## What makes one functional push and another pull?

Pressure is the rate at which the energy of a crystal falls as its volume grows, $P=-dE/dV$. Here it was computed by density functional theory for a single fixed cell of metallic, body-centred tetragonal germanium, with only the exchange-correlation functional changed. A positive value means that the functional would expand the cell, a negative one that it would contract it. The pressure is the mean of the three stresses, of which "stress zz" lies along the long axis.

ABINIT 10.8.3, plane-wave DFT without spin polarisation, for body-centred tetragonal germanium (I4/mmm) in one fixed cell of 19.38 Å³ per atom. All runs use JTH PAW PBE v2.0 datasets, a 707.5 eV cutoff, a 12 × 12 × 12 k-point mesh and Fermi–Dirac smearing of 0.05 eV. Pressure and stress are positive in compression.

```csv
functional,pressure (GPa),stress xx (GPa),stress zz (GPa)
LDA,-4.100,-4.330,-3.630
PBE,0.890,0.670,1.320
PBEsol,-2.630,-2.840,-2.200
revPBE,2.010,1.810,2.410
RPBE,2.450,2.250,2.830
BLYP,7.280,7.090,7.670
r2SCAN,-1.010,-1.080,-0.880
AM05,-3.210,-3.430,-2.770
PW91,1.250,1.020,1.690
SCAN,-2.370,-2.530,-2.040
WC,-2.050,-2.280,-1.600
```

The same atoms in the same places are pulled inwards by 4.1 GPa in LDA and pushed outwards by 7.3 GPa in BLYP. The difference is no mechanical load on the material; it is the functionals' disagreement about the volume at which the crystal is most stable. Nor does the complexity of the functional order the values: SCAN and r2SCAN, the most elaborate ones here, fall between AM05 and PBE.

**A tempting explanation: displaced charge.** Perhaps some functionals move electrons out of the atoms into the space between them, and this charge pushes the atoms apart. The same calculations give the charge inside a sphere around each atom, and along WC, PBE, revPBE and RPBE it falls steadily as the pressure rises. The other rows break the pattern. AM05 and RPBE have the same sphere charge to within 0.001 electrons, yet their pressures differ by 5.7 GPa, and BLYP has both the largest sphere charge and the largest pressure. Even among the four the match is one of order only: a straight line in the sphere charge through WC and RPBE puts PBE at −0.18 GPa, about 1 GPa below its computed value.

**Exchange.** Those four functionals share one correlation part, so their differences must come from exchange. Each multiplies the exchange energy of a uniform electron gas by an enhancement factor $F(s)$, where the reduced gradient $s$ measures how fast the density changes on the scale of the local electron wavelength. When a crystal expands, the density between the atoms thins out and $s$ grows there. Exchange as a whole weakens on expansion and so pulls inwards, but a functional whose $F$ rises steeply loses less of it. Compared with other functionals, this acts as an outward push.

All four factors start out from $s=0$ with the same curvature, so it is their behaviour at moderate $s$ that separates them. For small changes of functional, the pressure shift is linear in the change of $F$. The simplest model replaces the whole range of gradients in the crystal by one round value, $s=1$. Every $F$ starts at 1, so $F(1)$ measures how far it has risen by then and stands in for its steepness over the lower gradients expected between the atoms of such a metal. WC and RPBE fix the slope at 0.83 GPa for each 0.01 of enhancement. PBE, which played no part in fixing the line, has $F(1)=1.172$ against 1.138 for WC, so its predicted pressure is

$$P_\mathrm{PBE}\approx -2.05+0.83\times\frac{1.172-1.138}{0.01}\approx 0.8\ \text{GPa}.$$

The computed value is 0.89 GPa. The line also places revPBE and PW91 to within about 0.2 GPa, as the output below shows, although PW91 lies only 0.36 GPa above PBE, a gap that its slightly different correlation could produce alone. The choice of $s$ matters, however: a line built at $s=0.5$ still serves PBE but puts PW91 about 4 GPa too high. The model therefore supports the role of exchange without establishing which gradients in the crystal matter most.

**Correlation.** The line fails for functionals whose correlation differs clearly from that of PBE. (PW91 has its own correlation part too, but a very similar one.) It predicts −13.55 GPa for LDA, far below the computed −4.1 GPa, and it also puts PBEsol too low, by 2 GPa. Theory gives a reason for the direction of both misses. In PBE, density gradients weaken correlation, so expansion costs correlation energy and part of the outward push that gradients give through exchange is cancelled. PBEsol has less of this counterweight and LDA has none, whereas the line assumes that it is fully present. The sizes of the misses are less telling, because both functionals lie outside the range of enhancement that fixed the line, and the predictions there depend strongly on the chosen $s$.

BLYP gives the clearest evidence for correlation. Its exchange factor is almost that of PW91 at moderate gradients, and the small difference at $s=1$ would be worth only about 0.3 GPa on the line. The computed pressures differ by 6.0 GPa. This points to BLYP's correlation part, LYP, which does not reproduce the uniform electron gas and gives it too little correlation energy. Correlation normally strengthens as electrons are packed more closely, which favours contraction, and LYP underrates this pull at the density of such a metal. At the mean density of the valence electrons, though, this deficit is expected to explain only a small part of the gap, so the larger part probably lies in LYP's gradient terms, which are expected to supply less of the inward counterweight described above than those of PW91. The table does not separate the two.

One reservation applies to this comparison: every run describes the atomic cores with datasets made for PBE. The error this brings to the other functionals was not tested, and it may contribute to the BLYP gap. SCAN and r2SCAN need a further variable, the kinetic energy density, so $F(s)$ alone does not place them. Both of their runs also warned that very low densities had been reset to a floor value, and their energy term for the PAW spheres is positive where every other row has a negative one, which suggests that the cores are not treated alike. Their stresses also stand apart: zz exceeds xx by 0.20 GPa in r2SCAN and 0.49 GPa in SCAN, against 0.58 to 0.70 GPa in all other rows. What the treatment of the cores does to their pressures was not tested. AM05 was not placed on the line either.

The evidence thus favours exchange as the cause of the order among functionals with common correlation, and correlation as the likely cause of BLYP's extreme position. For two functionals that differ only in exchange, the one whose enhancement factor rises more steeply through the moderate gradients should give the higher pressure in a fixed cell and, once the cell is relaxed, the larger volume.

Printed output of the fit:

```
Exchange enhancement above 1 at s of 1, WC: 0.1381
Exchange enhancement above 1 at s of 1, PBE: 0.1724
Exchange enhancement above 1 at s of 1, revPBE: 0.1866
Exchange enhancement above 1 at s of 1, RPBE: 0.1921
Exchange enhancement above 1 at s of 1, PW91: 0.175
Exchange enhancement above 1 at s of 1, B88 as in BLYP: 0.1781
Pressure of RPBE less WC, same correlation (GPa): 4.5
Slope of the exchange line (GPa per 0.01 of enhancement): 0.8331
Exchange line, predicted pressure of PBE (GPa): 0.812
Exchange line, predicted pressure of revPBE (GPa): 1.993
Exchange line, predicted pressure of PW91 (GPa): 1.027
Exchange line, predicted pressure of BLYP (GPa): 1.281
Exchange line, predicted pressure of PBEsol (GPa): -4.637
Exchange line, predicted pressure of LDA (GPa): -13.55
Pressure of BLYP less PW91 (GPa): 6.03
Same line built at s of 0.5, predicted pressure of PBE (GPa): 1.176
Same line built at s of 0.5, predicted pressure of PW91 (GPa): 5.281
Rank correlation of sphere charge and pressure, four rows with PBE correlation: -1
Rank correlation of sphere charge and pressure, all rows: -0.05455
Pressure of RPBE less AM05 (GPa): 5.66
Sphere charge of RPBE less AM05 (electrons): -0.0005
```
